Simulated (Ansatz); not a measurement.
Runs of Ansatz 0.2.0 on TaN. The structure is hexagonal, space group P-6m2 (No. 187). Conventional cell: a = 2.938 Å, b = 2.938 Å, c = 2.883 Å, α = 90.00°, β = 90.00°, γ = 120.00°. Ta (site symmetry -6m2) has 6 N at 2.23 Å as nearest neighbours. N (site symmetry -6m2) has 6 Ta at 2.23 Å as nearest neighbours. 

```tsv
task	level	potentials or basis	spin	cell	k mesh	cutoff (eV)	smearing	driver	points for each segment of the path	other keys	mesh quality	pressure (GPa)
single point	rPW86-PBE+D4	Ansatz PAW	SOC, no magnetisation	as given	10 × 10 × 9	420	fermi-dirac 0.01 eV	calculator	-	-	not flagged	11.5
single point	revPBE+D4	Ansatz PAW	non-collinear, ferromagnetic start, SOC	as given	10 × 10 × 9	420	methfessel-paxton 0.1 eV	calculator	-	scf.occupations.method = methfessel_paxton; …	not flagged	(a)
single point	PBEsol+D3(BJ)	PseudoDojo PBEsol stringent	off	as given	10 × 10 × 9	1796	fermi-dirac 0.025 eV	calculator	-	-	not flagged	-12.3
band structure	BHLYP+D3(BJ)	Ansatz PAW	SOC, no magnetisation	volume scaled by 0.96	6 × 6 × 5	420	cold 0.025 eV	chain	4	-	coarse	2.0
single point	rPW86-PBE+D4	Ansatz PAW	SOC, no magnetisation	as given	10 × 10 × 9	420	fermi-dirac 0.01 eV	-	-	-	not flagged	11.5
```

Question: Fill in the values left out.

Answer: (a) -1.7.

Caveats: some runs use coarse meshes; the potentials were made for another functional, which shifts forces and pressure (some runs); the starting moments weren't kept (some runs); the thresholds are loose for stress (some runs); pairwise dispersion overbinds metals, which lowers pressure and volume (some runs); the PAW data sets come from PBE, with cores solved anew for the run's functional, which leaves a small shift of forces and pressure (some runs).

The runs don't all hold the same shells in valence.
